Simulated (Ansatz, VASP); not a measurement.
**Bi in VASP and in Ansatz**

File INCAR:

```
ALGO = Normal
EDIFF = 1E-6
ENCUT = 520
GGA = PE
ISIF = 2
ISMEAR = 0
LASPH = T
LCHARG = F
LREAL = F
LWAVE = F
NBANDS = 14
NELM = 100
PREC = Accurate
SIGMA = 0.025
```

File KPOINTS:

```
k-points
0
Gamma
  9 9 9
```

Contents of POSCAR:

```
Bi
1.0
   -1.9814305318      1.9814305318      1.9814305318
    1.9814305318     -1.9814305318      1.9814305318
    1.9814305318      1.9814305318     -1.9814305318
Bi
1
Direct
    0.0000000000      0.0000000000      0.0000000000
```

The input input.yaml:

```yaml
crystal:
  lattice:
    - [-1.9814305318, 1.9814305318, 1.9814305318]
    - [1.9814305318, -1.9814305318, 1.9814305318]
    - [1.9814305318, 1.9814305318, -1.9814305318]
  atoms:
    - { symbol: Bi, position: [0.0, 0.0, 0.0] }
kpoints:
  mp_grid: { grid: [9, 9, 9] }
scf:
  occupations: { method: gaussian, width: 0.025 }
hamiltonian:
  xc: pbe
  pseudopotentials: { kind: all_electron, lapw: { basis_error: 0.001 } }
output:
  forces: true
  stress: true
  eigenvalues: true
```

This isn't the form of Bi at room conditions, which is rhombohedral.

Alike in both runs: task single point; functional PBE; k mesh 9 × 9 × 9; occupations gaussian, width 0.025 eV; no spin polarisation.

|  | VASP | Ansatz |
| --- | --- | --- |
| version | VASP 6.6.1 | Ansatz 0.2.0 |
| potentials or method | VASP PAW PBE potentials, release 64 (Bi_d) | all-electron LAPW, scalar-relativistic |
| plane-wave cutoff (eV) | 520 | see its input |

|  | VASP | Ansatz | Ansatz less VASP |
| --- | --- | --- | --- |
| gap on the k mesh at the Fermi level (eV) | none | none | - |
| pressure (GPa) | 0.8 | 0.9 | +0.08 |

A gap of «none» marks a metal or a gap that the smearing closes. Ansatz ran all-electron here, so the differences hold the error of VASP's frozen core and of both bases.

Caveats: spin-orbit coupling is left out, which moves the levels of the heavy elements.
